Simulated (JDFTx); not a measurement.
InP:

```
CELL_PARAMETERS angstrom
0.00000 2.93050 2.93050
2.93050 0.00000 2.93050
2.93050 2.93050 0.00000
ATOMIC_POSITIONS crystal
In 0.00000 0.00000 0.00000
P 0.75000 0.75000 0.75000
```

Program: JDFTx 1.7.0 (patched build). Alike in all runs: no spin polarisation; cell as given; smearing fermi-dirac 0.05 eV. Hardware: 1 thread of Arm Neoverse V1 (shared host).

**Question.** Order these runs on this cell by their wall time, lowest first.
A. task single point; level revPBE; potentials or basis PseudoDojo-SR-PBE-0.5-standard with smoothed tails; k mesh 8 × 8 × 8; cutoff (eV) 952; max SCF steps 100; SCF threshold on the energy 1e-09 Ha; solver of the electrons scf; further solve for the empty bands yes; mesh quality not flagged
B. task band structure; level LDA; potentials or basis SG15-PBE-1.2 with smoothed tails; k mesh 4 × 4 × 4; cutoff (eV) 1088; max SCF steps 30; SCF threshold on the energy 1e-06 Ha; solver of the electrons minimize; further solve for the empty bands no; band ratio of the Davidson solver 1.3; mesh quality coarse
C. task single point; level r2SCAN; potentials or basis SG15-PBE-1.2 with smoothed tails; k mesh 6 × 6 × 6; cutoff (eV) 1088; max SCF steps 100; SCF threshold on the energy 1e-09 Ha; solver of the electrons scf; further solve for the empty bands yes; mesh quality not flagged

**Answer.** B (64 s), A (150 s), C (360 s).

Caveats: some runs use coarse meshes.

Not every run made on this cell is shown here.
